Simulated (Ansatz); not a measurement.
Eu under changes of volume

One of the cells (43.403 Å³/atom); the others are scaled copies at fixed shape and fractional positions:

```
CELL_PARAMETERS angstrom
0.00000 2.78930 2.78930
2.78930 0.00000 2.78930
2.78930 2.78930 0.00000
ATOMIC_POSITIONS crystal
Eu 0.00000 0.00000 0.00000
```

This isn't the form of Eu at room conditions, which is bcc.

* Program: Ansatz 0.2.0
* Functional: PBE
* Potentials or basis: Ansatz PAW
* Cutoff: 420 eV (not typed: the program's choice for these potentials)
* k mesh: 8 × 8 × 8
* Occupations: fermi-dirac, width 0.05 eV
* Spin: collinear spin, ferromagnetic start
* Starting moments: [7.0] μB

```tsv
volume (Å³/atom)	energy over the lowest point (meV/atom)	pressure (GPa)
40.799	0.80	0.3
41.667	0.00	0.0
42.535	0.97	-0.3
43.403	3.52	-0.6
44.271	7.54	-0.8
45.139	12.82	-1.1
46.007	?	?
```

**Question.** What does the run at 46.007 Å³/atom give?

**Answer.** Energy over the lowest point 19.32 meV/atom; pressure -1.3 GPa.

Worked out: A Birch-Murnaghan fit of order 3 (a polynomial in V^(-2/3)) to the other rows has its minimum at 41.61 Å³/atom with B0 = V·E''(V) = 15.8 GPa and B' = 4.1. It gives 19.28 meV/atom at 46.007 Å³/atom, against the run's 19.32, and -dE/dV = -1.3 GPa, against -1.3.

Energies are extrapolated to zero smearing.
